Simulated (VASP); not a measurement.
# Tl (I4/mmm) in VASP: a series of runs

Runs on Tl. Level: PBEsol. Tasks: single point.

Program: VASP 6.6.1. These are calculated values, not measurements. Logs are shortened: lines on timing, memory, paths and dates and some standing lists are left out, and cuts for length are marked.

## (1) The cell of the first run

The structure is tetragonal, space group I4/mmm (No. 139). Conventional cell: a = 3.488 Å, b = 3.488 Å, c = 4.563 Å, α = 90.00°, β = 90.00°, γ = 90.00°. Around Tl (site symmetry 4/mmm) lie 12 Tl at 3.36 to 3.49 Å.

This isn't the form of Tl at room conditions, which is hcp.

## (2) Single point, PBEsol (strain -0.0750 x Voigt [0, 1, 0, 0, 0, 0], atoms carried along)

Input file INCAR:

```
PREC = Accurate
ENCUT = 520
EDIFF = 1E-6
ISMEAR = 0
SIGMA = 0.15
LREAL = False
LASPH = True
NELM = 100
ALGO = Normal
ISIF = 2
LWAVE = False
LCHARG = False
GGA = PS
NBANDS = 12
```

Input file KPOINTS:

```
regular mesh
0
Gamma
  16 16 16
```

Input file POSCAR:

```
Tl
1.0
    0.0000000000      2.2813656405      2.4663412330
    2.4663412330      0.0000000000      2.4663412330
    2.4663412330      2.2813656405      0.0000000000
Tl
1
Direct
    0.0000000000      0.0000000000      0.0000000000
```

Potentials or basis: VASP PAW PBE potentials, release 64 (Tl_d).

The run is started by

```console
$ cat potpaw_PBE.64/Tl_d/POTCAR > POTCAR
$ mpirun -np 1 vasp_std > vasp.out
```

OUTCAR:

```text
PREC = Accurate
   ENCUT = 520
   EDIFF = 1E-6
   ISMEAR = 0
   LREAL = False
   LASPH = True
   NELM = 100
   ISIF = 2
   GGA = PS

 ion  position               nearest neighbor table
   1  0.000  0.000  0.000-

  LATTYP: Found a body centered tetragonal cell.
 ALAT       =     3.4879332211
 C/A-ratio  =     1.3081475452

  Lattice vectors:

 A1 = (   0.0000000000,  -2.2813656405,   2.4663412330)
 A2 = (   0.0000000000,  -2.2813656405,  -2.4663412330)
 A3 = (   2.4663412330,   2.2813656405,   0.0000000000)

Analysis of symmetry for initial positions (statically):
=====================================================================
 Subroutine PRICEL returns:
 Original cell was already a primitive cell.

 Routine SETGRP: Setting up the symmetry group for a
 body centered tetragonal supercell.

 Subroutine GETGRP returns: Found 16 space group operations
 (whereof 16 operations were pure point group operations)
 out of a pool of 16 trial point group operations.

The static configuration has the point symmetry D_4h.

Analysis of symmetry for dynamics (positions and initial velocities):
=====================================================================
 Subroutine PRICEL returns:
 Original cell was already a primitive cell.

 Routine SETGRP: Setting up the symmetry group for a
 body centered tetragonal supercell.

 Subroutine GETGRP returns: Found 16 space group operations
 (whereof 16 operations were pure point group operations)
 out of a pool of 16 trial point group operations.

The dynamic configuration has the point symmetry D_4h.

 Subroutine INISYM returns: Found 16 space group operations
 (whereof 16 operations are pure point group operations),
 and found     1 'primitive' translations

----------------------------------------------------------------------------------------

                                     Primitive cell

  volume of cell :      27.7544

  direct lattice vectors                    reciprocal lattice vectors
     0.000000000  2.281365640  2.466341233    -0.202729449  0.219166972  0.202729449
     2.466341233  0.000000000  2.466341233     0.202729449 -0.219166972  0.202729449
     2.466341233  2.281365640  0.000000000     0.202729449  0.219166972 -0.202729449

  length of vectors
     3.359682762  3.487933221  3.359682762     0.360877571  0.360877571  0.360877571

  position of ions in fractional coordinates (direct lattice)
     0.000000000  0.000000000  0.000000000

  ion indices of the primitive-cell ions
   primitive index   ion index
                 1           1

----------------------------------------------------------------------------------------

 KPOINTS: regular mesh

Automatic generation of k-mesh.
 Grid dimensions read from file:
 generate k-points for:   16   16   16

 Generating k-lattice:

  Cartesian coordinates                     Fractional coordinates (reciprocal lattice)
    -0.012670591  0.013697936  0.012670591     0.062500000  0.000000000  0.000000000
     0.012670591 -0.013697936  0.012670591     0.000000000  0.062500000  0.000000000
     0.012670591  0.013697936 -0.012670591     0.000000000  0.000000000  0.062500000

  Length of vectors
     0.022554848  0.022554848  0.022554848

  Shift w.r.t. Gamma in fractional coordinates (k-lattice)
     0.000000000  0.000000000  0.000000000

 Subroutine IBZKPT returns following result:
 ===========================================

 Found    349 irreducible k-points:

 Following reciprocal coordinates:
            Coordinates               Weight
  0.000000  0.000000  0.000000      1.000000
  0.062500  0.000000  0.000000      8.000000
  0.125000  0.000000  0.000000      8.000000
  0.187500  0.000000  0.000000      8.000000
  0.250000  0.000000  0.000000      8.000000
  0.312500  0.000000  0.000000      8.000000
[... 16 lines left out ...]
 -0.125000  0.062500  0.000000     16.000000
 -0.062500  0.062500  0.000000      8.000000
 [... further k-points ...]
   k-points           NKPTS =    349   k-points in BZ     NKDIM =    349   number of bands    NBANDS=     12
   number of dos      NEDOS =    301   number of ions     NIONS =      1
   total plane-waves  NPLWV =  21952
   dimension x,y,z NGX =    28 NGY =   28 NGZ =   28
   dimension x,y,z NGXF=    56 NGYF=   56 NGZF=   56
   ions per type =               1
   NGX,Y,Z   is equivalent  to a cutoff of  13.86, 13.35, 13.86 a.u.
   NGXF,Y,Z  is equivalent  to a cutoff of  27.71, 26.69, 27.71 a.u.
 SYSTEM =  unknown system
   PREC   = accura    normal or accurate (medium, high low for compatibility)
   ISTART =      0    job   : 0-new  1-cont  2-samecut
   ICHARG =      2    charge: 1-file 2-atom 10-const
   ISPIN  =      1    spin polarized calculation?
   LNONCOLLINEAR =      F non collinear calculations
   LSORBIT =      F    spin-orbit coupling
   LASPH  =      T    aspherical Exc in radial PAW
   ENCUT  =  520.0 eV  38.22 Ry    6.18 a.u.   6.25  6.49  6.25*2*pi/ulx,y,z
   NELM   =    100;   NELMIN=  2; NELMDL= -5     # of ELM steps
   EDIFF  = 0.1E-05   stopping-criterion for ELM
   LREAL  =      F    real-space projection
   EDIFFG = 0.1E-04   stopping-criterion for IOM
   NSW    =      0    number of steps for IOM
   IBRION =     -1    ionic relax: 0-MD 1-quasi-New 2-CG
   NFREE  =      0    steps in history (QN), initial steepest desc. (CG)
   ISIF   =      2    stress and relaxation
   ISYM   =      2    0-nonsym 1-usesym 2-fastsym
   POTIM  = 0.5000    time-step for ionic-motion
   TEBEG  =    0.0;   TEEND  =   0.0 temperature during run
   PSTRESS=    0.0 pullay stress
   NELECT =      13.0000    total number of electrons
   NUPDOWN=      -1.0000    fix difference up-down
   EMIN   =  10.00;   EMAX   =-10.00  energy-range for DOS
   EFERMI =   0.00;   METHOD = LEGACY
   ISMEAR =     0;   SIGMA  =   0.15  broadening in eV -4-tet -1-fermi 0-gaus
   EFERMI_NEDOS =   21; number of points for ismear=-14 and -15
   IALGO  =     38    algorithm
   IMIX   =      4    mixing-type and parameters
     AMIX     =   0.40;   BMIX     =  1.00
     AMIX_MAG =   1.60;   BMIX_MAG =  1.00
  volume/ion in A,a.u.               =      27.75       187.30
  Fermi-wavevector in a.u.,A,eV,Ry     =   1.271390  2.402579 21.992908  1.616433
  Thomas-Fermi vector in A             =   2.404326
   LORBIT       =      0    0 simple, 1 ext, 2 COOP (PROOUT), +10 PAW based schemes
   GGA     = PS    functional components
   LHFCALC =     F    Hartree Fock is set to
   AEXX    =    0.0000 exact exchange contribution
   IVDW    =     0    specifies the selected vdW correction
   LEPSILON=     F    determine dielectric tensor
   LRPA    =     F    only Hartree local field effects (RPA)
 non-spin polarized calculation
 Gauss-broadening in eV      SIGMA  =   0.15
  energy-cutoff  :      520.00
  volume of cell :       27.75
 maximum number of plane-waves:       767
 NGX is ok and might be reduce to    28
   NGX = 13   NGY = 13   NGZ = 13

 number of electron      13.0000003 magnetization

 Free energy of the ion-electron system (eV)
  ---------------------------------------------------
  ext. energy  EPLUGINS =         0.00000000
  ---------------------------------------------------
  free energy    TOTEN  =        -2.61540971 eV

  energy without entropy =       -2.60801331  energy(sigma->0) =       -2.61171151

 E-fermi :   6.6378     XC(G=0): -10.5176

 val. band max:        6.6353100707   @ k =   0.4375  -0.1250   0.3125
 cond. band min:       6.6464619299   @ k =   0.3750  -0.3125   0.0625
 fundamental gap:      0.0111518592
 Fermi energy:         6.6378247334

 k-point     1 :       0.0000    0.0000    0.0000
  band No.  band energies     occupation
      1      -4.9366      2.00000
      2      -4.9366      2.00000
      3      -4.7691      2.00000
      4      -4.6666      2.00000
      5      -4.5085      2.00000
      6      -3.5742      2.00000
      7      17.1454      0.00000
      8      17.3397      0.00000
      9      17.3397      0.00000
     10      17.7430      0.00000
     11      21.4283      0.00000
     12      22.0234      0.00000

 k-point     2 :       0.0625    0.0000    0.0000
  band No.  band energies     occupation
      1      -4.9331      2.00000
      2      -4.9246      2.00000
      3      -4.7659      2.00000
      4      -4.6656      2.00000
      5      -4.5130      2.00000
      6      -3.4877      2.00000
      7      16.1773      0.00000
      8      17.1505      0.00000
      9      17.2064      0.00000
     10      17.7202      0.00000
     11      21.5671      0.00000
     12      22.0782      0.00000

 k-point     3 :       0.1250    0.0000    0.0000
  band No.  band energies     occupation
      1      -4.9317      2.00000
      2      -4.8973      2.00000
      3      -4.7562      2.00000
      4      -4.6550      2.00000
      5      -4.5224      2.00000
      6      -3.2221      2.00000
      7      14.1324      0.00000
      8      16.8447      0.00000
      9      16.9355      0.00000
     10      17.7536      0.00000
     11      21.0536      0.00000
     12      21.6026      0.00000
[... 286 lines left out ...]
 k-point    23 :      -0.1250    0.0625    0.0000
  band No.  band energies     occupation
      1      -4.9296      2.00000
      2      -4.8755      2.00000
      3      -4.7569      2.00000
      4      -4.6372      2.00000
      5      -4.5364      2.00000
      6      -2.9986      2.00000
      7      13.3163      0.00000
      8      15.1944      0.00000
      9      17.4138      0.00000
     10      18.2019      0.00000
     11      20.3881      0.00000
     12      22.0042      0.00000

 k-point    24 :      -0.0625    0.0625    0.0000
  band No.  band energies     occupation
      1      -4.9299      2.00000
      2      -4.8985      2.00000
      3      -4.7685      2.00000
      4      -4.6571      2.00000
      5      -4.5241      2.00000
      6      -3.3352      2.00000
      7      15.2212      0.00000
      8      15.9820      0.00000
      9      17.4389      0.00000
     10      17.9208      0.00000
     11      21.0817      0.00000
     12      22.0779      0.00000

 [... further k-points ...]

------------------------ aborting loop because EDIFF is reached ----------------------------------------

  FORCE on cell =-STRESS in cart. coord.  units (eV):
  Direction    XX          YY          ZZ          XY          YZ          ZX
  --------------------------------------------------------------------------------------
  -------------------------------------------------------------------------------------
  Total        0.1326975      0.1613822      0.1326975      0.0000000     -0.0000000      0.0000000
  in kB        7.6602379      9.3161186      7.6602379      0.0000000     -0.0000000      0.0000000
  external PRESSURE =       8.2121981 kB  Pullay stress =       0.0000000 kB

 VOLUME and BASIS-vectors are now :
 -----------------------------------------------------------------------------
  energy-cutoff  :      520.00
  volume of cell :       27.75
      direct lattice vectors                 reciprocal lattice vectors
     0.000000000  2.281365640  2.466341233    -0.202729449  0.219166972  0.202729449
     2.466341233  0.000000000  2.466341233     0.202729449 -0.219166972  0.202729449
     2.466341233  2.281365640  0.000000000     0.202729449  0.219166972 -0.202729449

 POSITION                                       TOTAL-FORCE (eV/Angst)
 -----------------------------------------------------------------------------------
      0.00000      0.00000      0.00000         0.000000      0.000000      0.000000
 -----------------------------------------------------------------------------------
    total drift:                               -0.000000     -0.000000     -0.000000

  FREE ENERGIE OF THE ION-ELECTRON SYSTEM (eV)
  ---------------------------------------------------
  free  energy   TOTEN  =        -2.6154097099 eV

  energy  without entropy=       -2.6080133140  energy(sigma->0) =       -2.61171151
```

Wall time 1.8 min (1 thread of Intel Xeon Platinum 8375C at 2.90GHz (Ice Lake), shared host); peak memory 0.24 GiB.

Results:

```yaml
Free_energy: -2.6154 eV
Pressure: 0.8 GPa
Band_gap_on_the_k_mesh: none (metal or under the smearing width)
```

Stress tensor (GPa, compression positive):
```
0.77 0.00 0.00
0.00 0.93 0.00
0.00 0.00 0.77
```

Caveat: the PAW data sets were made with another functional, which shifts forces and pressure a little. The run has no spin-orbit coupling, so splittings on Tl are missing.

## (3) Single point, PBEsol (strain +0.0750 x Voigt [0, 1, 0, 0, 0, 0], atoms carried along)

Input file INCAR:

```
  PREC = Accurate
  ENCUT = 520
  EDIFF = 1E-7
  ISMEAR = 0
  SIGMA = 0.15
  LREAL = False
  LASPH = True
  NELM = 100
  ALGO = Fast
  ISIF = 2
  LWAVE = False
  LCHARG = False
  GGA = PS
  NBANDS = 12
```

Input file KPOINTS:

```
Automatic mesh
0
Gamma
  16 16 16
```

Input file POSCAR:

```
Tl
1.0
    0.0000000000      2.6513168255      2.4663412330
    2.4663412330      0.0000000000      2.4663412330
    2.4663412330      2.6513168255      0.0000000000
Tl
1
Direct
    0.0000000000      0.0000000000      0.0000000000
```

Potentials or basis: VASP PAW PBE potentials, release 64 (Tl_d).

The run is started by

```console
$ cat potpaw_PBE.64/Tl_d/POTCAR > POTCAR
$ mpirun -np 1 vasp_std > vasp.out
```

It took 2.3 min on 1 thread of Intel Xeon Platinum 8375C at 2.90GHz (Ice Lake), shared host; peak memory 0.25 GiB.

The run converged. Its results:

```yaml
Free_energy: -2.5741 eV
Pressure: -3.4 GPa
Band_gap_on_the_k_mesh: none (metal or under the smearing width)
```

Stress tensor (GPa, compression positive):
```
-3.47  0.00  0.00
 0.00 -3.34  0.00
 0.00  0.00 -3.47
```

Levels at points of the mesh, in eV from the Fermi level:
```
           k point  band 2  band 3  band 4  band 5  band 6  band 7  band 8  band 9  band 10  band 11
(0.00, 0.00, 0.00)  -11.31  -11.31  -11.21  -11.10   -9.24    9.29    9.29    9.41    10.83    12.90
(0.50, 0.00, 0.00)  -11.40  -11.30  -10.99  -10.95   -5.29   -2.41    6.77    8.10    10.39    10.76
(0.50, 0.50, 0.00)  -11.53  -10.99  -10.96  -10.87   -3.55   -1.23    3.39    3.80     6.71     8.09
(0.50, 0.00, 0.50)  -11.52  -10.98  -10.93  -10.93   -4.41   -1.82    4.44    4.44     7.52     8.87
```

Caveat: the PAW data sets were made with another functional, which shifts forces and pressure a little.
